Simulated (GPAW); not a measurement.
Crystal: CdS (Greenockite).

```
CELL_PARAMETERS angstrom
4.15000 0.00000 0.00000
-2.07500 3.59401 0.00000
0.00000 0.00000 6.73700
ATOMIC_POSITIONS crystal
Cd 0.66667 0.33333 0.50000
Cd 0.33333 0.66667 0.00000
S 0.66667 0.33333 0.87500
S 0.33333 0.66667 0.37500
```

```yaml
Program: GPAW 26.7.0
Task: relaxation of cell and atoms
Functional: revPBE
Potentials_or_basis: the program's PAW data sets (release 1.2.1) made for this functional
Cutoff: 600 eV
Basis: pw
k_mesh: 5 × 5 × 3
Occupations: fermi-dirac, width 0.05 eV
Spin: no spin polarisation
```

At the start: pressure 3.5 GPa; volume 25.12 Å³/atom.

**Question.** How do energy, volume and symmetry change on relaxing?

**Answer.** Over 6 steps the energy falls by 16.8 meV/atom and the volume is 26.72 Å³/atom (+6.4 %); space group P6_3mc (No. 186, to 0.05 Å).

The path:
```tsv
step	energy change (eV)	largest force (eV/Å)	pressure (GPa)	volume (Å³)
1	0.0000	0.0664	3.46	100.48
2	-0.0124	0.0531	3.09	101.07
3	-0.0663	0.0269	0.27	106.24
4	-0.0668	0.0275	0.05	106.71
5	-0.0669	0.0235	0.01	106.80
6	-0.0671	0.0102	-0.04	106.90
```

Final structure:
```cif
data_structure
_symmetry_space_group_name_H-M 'P 1'
_symmetry_Int_Tables_number 1
_cell_length_a 4.2332
_cell_length_b 4.2332
_cell_length_c 6.8881
_cell_angle_alpha 90.000
_cell_angle_beta 90.000
_cell_angle_gamma 120.000
_cell_volume 106.90
loop_
_atom_site_label
_atom_site_type_symbol
_atom_site_fract_x
_atom_site_fract_y
_atom_site_fract_z
_atom_site_occupancy
Cd1 Cd 0.66667 0.33333 0.49903 1
Cd2 Cd 0.33333 0.66667 0.99903 1
S1 S 0.66667 0.33333 0.87597 1
S2 S 0.33333 0.66667 0.37597 1
```

Caveat: later steps reuse the first step's grids.
